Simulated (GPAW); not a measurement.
Crystal: Sb.

```xyz
2
Lattice="2.1542 1.2437 3.7580 -2.1542 1.2437 3.7580 0.0000 -2.4875 3.7580" Properties=species:S:1:pos:R:3 pbc="T T T"
Sb    0.0000    0.0000    8.6416
Sb    0.0000    0.0000    2.6324
```

- Program: GPAW 26.7.0
- Task: relaxation of cell and atoms
- Functional: r2SCAN
- Dispersion: D4
- Potentials or basis: GPAW PAW data sets (gpaw-data 1.2.1)
- Cutoff: 600 eV
- Basis: pw
- k mesh: 5 × 5 × 5
- Occupations: fermi-dirac, width 0.05 eV
- Spin: no spin polarisation

At the start: pressure 0.6 GPa; volume 30.21 Å³/atom.

Question: Where does the relaxation end?

Answer: Over 8 steps the energy falls by 3.1 meV/atom and the volume is 30.78 Å³/atom (+1.9 %); space group R-3m (No. 166, to 0.05 Å).

Step by step:
```
step  energy change (eV)  largest force (eV/Å)  pressure (GPa)  volume (Å³)
   1              0.0000                0.1414            0.62        60.41
   2             -0.0013                0.1306            0.51        60.56
   3             -0.0060                0.0422           -0.13        61.58
   4             -0.0061                0.0300           -0.11        61.58
   5             -0.0062                0.0005            0.02        61.52
   6             -0.0062                0.0000            0.03        61.51
   7             -0.0062                0.0033            0.05        61.53
   8             -0.0062                0.0011            0.03        61.57
```

Final structure:
```cif
data_structure
_symmetry_space_group_name_H-M 'P 1'
_symmetry_Int_Tables_number 1
_cell_length_a 4.5282
_cell_length_b 4.5282
_cell_length_c 4.5282
_cell_angle_alpha 57.299
_cell_angle_beta 57.299
_cell_angle_gamma 57.299
_cell_volume 61.57
loop_
_atom_site_label
_atom_site_type_symbol
_atom_site_fract_x
_atom_site_fract_y
_atom_site_fract_z
_atom_site_occupancy
Sb1 Sb 0.76840 0.76840 0.76840 1
Sb2 Sb 0.23160 0.23160 0.23160 1
```

Caveat: later steps reuse the first step's grids; the PAW data sets were made with another functional, which shifts forces and pressure a little.
